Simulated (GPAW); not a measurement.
Runs of GPAW 26.7.0 on CdS (Greenockite). Symmetry: P6_3mc, No. 186, hexagonal system. Conventional cell: a = 4.150 Å, b = 4.150 Å, c = 6.737 Å, α = 90.00°, β = 90.00°, γ = 120.00°. Cd (site symmetry 3m) has 4 S at 2.53 to 2.54 Å as nearest neighbours. S (site symmetry 3m) has 4 Cd at 2.53 to 2.54 Å as nearest neighbours. 

```csv
task,level,potentials or basis,spin,cell,band path,band points,spin axis theta (degrees),spin axis phi (degrees),eigensolver,gap on the mesh (eV),pressure (GPa),relaxed volume (Å³/atom),largest force (eV/Å)
band structure,PBEsol,"PAW data sets generated in the run's folder for this functional, pw","SOC, no magnetisation",as given,"GMKGALHA,LM,KH",60,90,0,-,1.02,-1.2,-,0.06
relaxation of cell and atoms,BLYP+D3,"PAW data sets generated in the run's folder for this functional, pw",off,relaxed,-,-,-,-,davidson,1.09,0.0,25.38,0.01
relaxation of cell and atoms,RPBE+D4,"the program's PAW data sets (release 1.2.1) made for this functional, pw",off,relaxed,-,-,-,-,-,1.37,-0.2,(b),0.03
relaxation of cell and atoms,OLYP+D4,"PAW data sets generated in the run's folder for this functional, pw",off,relaxed,-,-,-,-,davidson,(c),0.0,(d),-
band structure,BP86,"PAW data sets generated in the run's folder for this functional, pw","SOC, no magnetisation",as given,"GMKGALHA,LM,KH",100,90,0,-,(a),2.0,-,0.06
band structure,M06-L,"GPAW PAW data sets (gpaw-data 1.2.1), pw","SOC, no magnetisation",as given,"GMKGALHA,LM,KH",80,0,0,-,1.71,1.4,-,0.07
```

Alike in all rows: k mesh 5 × 5 × 3; cutoff (eV) 600; smearing fermi-dirac 0.05 eV.

Q: Fill in the values left out.

A: (a) 1.08; (b) 25.07; (c) 1.75; (d) 24.41.

Caveats: spin-orbit coupling was added after a scalar SCF, so levels and gaps hold it while energy, forces, pressure and moments don't (some runs); this program's spin-orbit splittings come out too wide for heavy elements (some runs); later steps reuse the first step's grids (some runs); the PAW data sets were made with another functional, which shifts forces and pressure a little (some runs).

A k mesh can miss the band edges, and rows without SOC leave out spin-orbit coupling on Cd.

Runs at the PBE level aren't shown here.
